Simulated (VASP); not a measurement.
# Li (P6/mmm) in VASP: notebook, part 2 of 2

VASP 6.6.1.

## 4. Relaxation of cell and atoms, PBE, target pressure 10 GPa, at which the enthalpy is minimised

The input, INCAR:

```
SYSTEM = Li
ALGO = Normal
EDIFF = 1E-7
EDIFFG = -0.01
ENCUT = 600
GGA = PE
IBRION = 2
ISIF = 3
ISMEAR = -1
LASPH = .True.
LCHARG = .False.
LREAL = .False.
LWAVE = .False.
NELM = 80
NSW = 60
PREC = Accurate
PSTRESS = 100
SIGMA = 0.05
```

The input, KPOINTS:

```
k-points
0
Gamma
  10 10 10
  0 0 0
```

The input, POSCAR:

```
Li
1.0
    2.9357600000      0.0000000000      0.0000000000
   -1.4678800000      2.5424500000      0.0000000000
    0.0000000000      0.0000000000      2.7146800000
Li
1
Direct
    0.0000000000      0.0000000000      0.0000000000
```

Potentials or basis: VASP PAW PBE potentials, release 64 (Li_sv).

The run is started by

```sh
cat potpaw_PBE.64/Li_sv/POTCAR > POTCAR
mpirun -np 1 vasp_std > vasp.out
```

OUTCAR:

```text
SYSTEM = Li
   EDIFF = 1E-7
   EDIFFG = -0.01
   ENCUT = 600
   GGA = PE
   IBRION = 2
   ISIF = 3
   ISMEAR = -1
   LASPH = .True.
   LREAL = .False.
   NELM = 80
   NSW = 60
   PREC = Accurate
   PSTRESS = 100

 ion  position               nearest neighbor table
   1  0.000  0.000  0.000-

  LATTYP: Found a hexagonal cell.
 ALAT       =     2.9357600000
 C/A-ratio  =     0.9246941167

  Lattice vectors:

 A1 = (   2.9357600000,   0.0000000000,   0.0000000000)
 A2 = (  -1.4678800000,   2.5424500000,   0.0000000000)
 A3 = (   0.0000000000,   0.0000000000,   2.7146800000)

Analysis of symmetry for initial positions (statically):
=====================================================================
 Subroutine PRICEL returns:
 Original cell was already a primitive cell.

 Routine SETGRP: Setting up the symmetry group for a
 hexagonal supercell.

 Subroutine GETGRP returns: Found 24 space group operations
 (whereof 24 operations were pure point group operations)
 out of a pool of 24 trial point group operations.

The static configuration has the point symmetry D_6h.

Analysis of symmetry for dynamics (positions and initial velocities):
=====================================================================
 Subroutine PRICEL returns:
 Original cell was already a primitive cell.

 Routine SETGRP: Setting up the symmetry group for a
 hexagonal supercell.

 Subroutine GETGRP returns: Found 24 space group operations
 (whereof 24 operations were pure point group operations)
 out of a pool of 24 trial point group operations.

The dynamic configuration has the point symmetry D_6h.

 Subroutine INISYM returns: Found 24 space group operations
 (whereof 24 operations are pure point group operations),
 and found     1 'primitive' translations

[... 112 lines left out ...]
     AMIX_MAG =   1.60;   BMIX_MAG =  1.00
  volume/ion in A,a.u.               =      20.26       136.74
  Fermi-wavevector in a.u.,A,eV,Ry     =   0.866067  1.636629 10.205344  0.750072
  Thomas-Fermi vector in A             =   1.984402
   LORBIT       =      0    0 simple, 1 ext, 2 COOP (PROOUT), +10 PAW based schemes
   GGA     = PE    functional components
   LHFCALC =     F    Hartree Fock is set to
   AEXX    =    0.0000 exact exchange contribution
   IVDW    =     0    specifies the selected vdW correction
   LEPSILON=     F    determine dielectric tensor
   LRPA    =     F    only Hartree local field effects (RPA)
 conjugate gradient relaxation of ions
 non-spin polarized calculation
  energy-cutoff  :      600.00
  volume of cell :       20.26
 maximum number of plane-waves:       690
 NGX is ok and might be reduce to    24
   NGX = 11   NGY = 11   NGZ = 11

--------------------------------------- Ionic step        1  -------------------------------------------

 number of electron       3.0000006 magnetization

 Free energy of the ion-electron system (eV)
  ---------------------------------------------------
  ext. energy  EPLUGINS =         0.00000000
  ---------------------------------------------------
  free energy    TOTEN  =        -1.83912970 eV

  energy without entropy =       -1.83475271  energy(sigma->0) =       -1.83694121

------------------------ aborting loop because EDIFF is reached ----------------------------------------

  FORCE on cell =-STRESS in cart. coord.  units (eV):
  Direction    XX          YY          ZZ          XY          YZ          ZX
  --------------------------------------------------------------------------------------
  -------------------------------------------------------------------------------------
  Total        0.0328674      0.0328676     -0.1272186      0.0000000     -0.0000000     -0.0000000
  in kB        2.5988708      2.5988856    -10.0593387      0.0000000     -0.0000000     -0.0000000
  external PRESSURE =    -101.6205274 kB  Pullay stress =     100.0000000 kB
[... 24 lines left out ...]
--------------------------------------- Ionic step        2  -------------------------------------------

 number of electron       3.0000004 magnetization

 E-fermi :   1.1266     XC(G=0):  -7.5293

 val. band max:        1.0977694588   @ k =   0.5000  -0.0000   0.1000
 cond. band min:       1.1452546022   @ k =   0.1000   0.1000   0.5000
 fundamental gap:      0.0474851434
 Fermi energy:         1.1266483077

 k-point     1 :       0.0000    0.0000    0.0000
  band No.  band energies     occupation
      1     -45.2030      2.00000
      2      -2.5678      2.00000
      3      15.3540      0.00000
      4      16.5389      0.00000
      5      16.5389      0.00000
[... 368 lines left out ...]
--------------------------------------- Ionic step        7  -------------------------------------------

 number of electron       3.0000002 magnetization

 Free energy of the ion-electron system (eV)
  ---------------------------------------------------
  ext. energy  EPLUGINS =         0.00000000
  ---------------------------------------------------
  free energy    TOTEN  =        -1.69306473 eV

  energy without entropy =       -1.69076139  energy(sigma->0) =       -1.69191306

 E-fermi :   1.8051     XC(G=0):  -8.1130

 val. band max:        1.7063271624   @ k =   0.4000  -0.0000   0.2000
 cond. band min:       1.8893017148   @ k =   0.1000   0.1000   0.5000
 fundamental gap:      0.1829745524
 Fermi energy:         1.8051067388

 k-point     1 :       0.0000    0.0000    0.0000
  band No.  band energies     occupation
      1     -44.2033      2.00000
      2      -2.0101      2.00000
      3      18.9868      0.00000
      4      19.4114      0.00000
      5      19.4115      0.00000
[... 216 lines left out ...]
  energy  without entropy=       -1.6907613930  energy(sigma->0) =       -1.69191306

  enthalpy is  TOTEN    =        -0.8502015707 eV   P V=        0.8428631604

 reached required accuracy - stopping structural energy minimisation
```

OSZICAR:

```text
N       E                     dE             d eps       ncg     rms          rms(c)
DAV:   1     0.843494070365E+00    0.84349E+00   -0.76731E+02   855   0.452E+02
DAV:   2    -0.166727728152E+01   -0.25108E+01   -0.24422E+01  1170   0.619E+01
DAV:   3    -0.183631997111E+01   -0.16904E+00   -0.16768E+00  1085   0.108E+01
DAV:   4    -0.184144098002E+01   -0.51210E-02   -0.51207E-02  1145   0.176E+00
[... 63 lines left out ...]
DAV:   2    -0.169305411169E+01   -0.13115E-04   -0.25920E-05   970   0.642E-02    0.424E-02
DAV:   3    -0.169306520862E+01   -0.11097E-04   -0.36410E-06  1040   0.184E-02    0.619E-04
DAV:   4    -0.169306484573E+01    0.36289E-06   -0.33485E-08   920   0.174E-03    0.277E-04
DAV:   5    -0.169306473686E+01    0.10887E-06   -0.42943E-09   460   0.798E-04    0.372E-05
DAV:   6    -0.169306473106E+01    0.58016E-08   -0.25755E-10   440   0.200E-04
   7 F= -.85020157E+00 E0= -.84904990E+00  d E =-.406830E-03
```

CONTCAR:

```text
Li
   1.00000000000000
     2.5890779096137488    0.0000000000000000   -0.0000000000000000
    -1.2945389548068744    2.2422147710706022    0.0000000000000000
     0.0000000000000000   -0.0000000000000000    2.3261907589246427
  Li
     1
Direct
     0.0000000000000000    0.0000000000000000    0.0000000000000000

  0.00000000E+00  0.00000000E+00  0.00000000E+00
```

It took 13 s on 1 thread of Intel Xeon 6975P-C (Granite Rapids), shared host; peak memory 0.13 GiB.

Results:

```yaml
Free_energy: -1.6931 eV
Relaxed_volume: 13.50 Å³/atom
Relaxed_cell: a = 2.589 Å, b = 2.589 Å, c = 2.326 Å, α = 90.00°, β = 90.00°, γ = 120.00°
Space_group_after_relaxing_to_0.05_Å: P6/mmm (No. 191)
Energy_change_on_relaxing_the_enthalpy_is_what_falls: +146.1 meV/atom
Ionic_steps: 7
Pressure_after_relaxing: 10.0 GPa
Band_gap_on_the_k_mesh: none (metal or under the smearing width)
```

Step by step:
```csv
step,energy change (eV),largest force (eV/Å),pressure (GPa),volume (Å³)
1,0.0000,0.0000,-0.16,20.26
2,0.0261,0.0000,3.06,16.72
3,0.1006,0.0000,7.55,14.35
4,0.1542,0.0000,10.37,13.38
5,0.1467,0.0000,9.98,13.50
6,0.1462,0.0000,9.96,13.50
7,0.1461,0.0000,9.95,13.50
```

Final structure:
```
Li
1.0
     2.58908    0.00000    0.00000
    -1.29454    2.24221    0.00000
     0.00000    0.00000    2.32619
Li
1
Direct
  0.00000 0.00000 0.00000
```

Levels at points of the mesh, in eV from the Fermi level:
| k point | band 1 | band 2 | band 3 | band 4 | band 5 |
| --- | --- | --- | --- | --- | --- |
| (0.00, 0.00, 0.00) | -46.01 | -3.82 | 17.18 | 17.61 | 17.61 |
| (0.50, 0.00, 0.00) | -45.93 | -0.39 | 4.39 | 12.40 | 17.65 |
| (0.00, 0.00, 0.50) | -45.90 | -0.79 | 4.04 | 21.55 | 21.55 |
| (0.50, 0.00, 0.50) | -45.84 | 5.19 | 5.31 | 8.12 | 12.69 |

Caveat: the cutoff is under 1.25 times the usual one of these potentials, so pressure, stress and relaxed cells hold a basis-set (Pulay) error; the cell is relaxed towards a set pressure, so the enthalpy falls and the energy may rise; the volume moved by over 15 % at a fixed basis, so the end points are rough.

## 5. Overview

```csv
cell,target pressure,gap on the mesh (eV),pressure (GPa)
relaxed to 2 GPa,2 GPa,none,2.0
relaxed to 5 GPa,5 GPa,none,5.0
relaxed to 10 GPa,10 GPa,none,10.0
```

Alike in all rows: task relaxation of cell and atoms; level PBE; potentials or basis VASP PAW PBE potentials, release 64 (Li_sv); no spin polarisation; k mesh 10 × 10 × 10; cutoff (eV) 600; smearing fermi-dirac 0.05 eV.

Caveats: the cutoff is under 1.25 times the usual one of these potentials, so pressure, stress and relaxed cells hold a basis-set (Pulay) error; the cell is relaxed towards a set pressure, so the enthalpy falls and the energy may rise; the volume moved by over 15 % at a fixed basis, so the end points are rough (some runs).

Absolute energies hang on the potentials; compare differences alone.
